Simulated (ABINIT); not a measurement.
Crystal: Hf.

```
Hf
1.0
    -1.80500    1.80500    1.80500
     1.80500   -1.80500    1.80500
     1.80500    1.80500   -1.80500
Hf
1
Direct
  0.00000 0.00000 0.00000
```

This isn't the form of Hf at room conditions, which is hcp.

| Item | Value |
| --- | --- |
| Program | ABINIT 10.8.3 (patched build) |
| Task | relaxation of cell and atoms |
| Functional | r2SCAN |
| Dispersion | D3(BJ) |
| Potentials or basis | JTH PAW PBE v2.0 |
| Cutoff | 544 eV |
| k mesh | 10 × 10 × 10 |
| Occupations | fermi-dirac, width 0.136 eV |
| Spin | no spin polarisation |

At the start: pressure -6.0 GPa; volume 23.52 Å³/atom.

**Question.** How do energy, volume and symmetry change on relaxing?

**Answer.** Over 3 steps the energy falls by 33.2 meV/atom and the volume is 22.04 Å³/atom (-6.3 %); space group Im-3m (No. 229, to 0.05 Å).

Step by step:
| step | energy change (eV) | largest force (eV/Å) | pressure (GPa) | volume (Å³) |
| --- | --- | --- | --- | --- |
| 1 | 0.0000 | 0.0000 | -5.99 | 23.52 |
| 2 | -0.0253 | 0.0000 | -2.63 | 22.65 |
| 3 | -0.0332 | 0.0000 | 0.04 | 22.04 |

Final structure:
```cif
data_structure
_symmetry_space_group_name_H-M 'P 1'
_symmetry_Int_Tables_number 1
_cell_length_a 3.0590
_cell_length_b 3.0590
_cell_length_c 3.0590
_cell_angle_alpha 109.471
_cell_angle_beta 109.471
_cell_angle_gamma 109.471
_cell_volume 22.04
loop_
_atom_site_label
_atom_site_type_symbol
_atom_site_fract_x
_atom_site_fract_y
_atom_site_fract_z
_atom_site_occupancy
Hf1 Hf 0.00000 0.00000 0.00000 1
```

Caveat: the log and the count of SCF iterations are those of the last ABINIT call alone; the PAW data sets were made with another functional, which shifts forces and pressure a little; pairwise dispersion overbinds metals, which lowers pressure and volume.
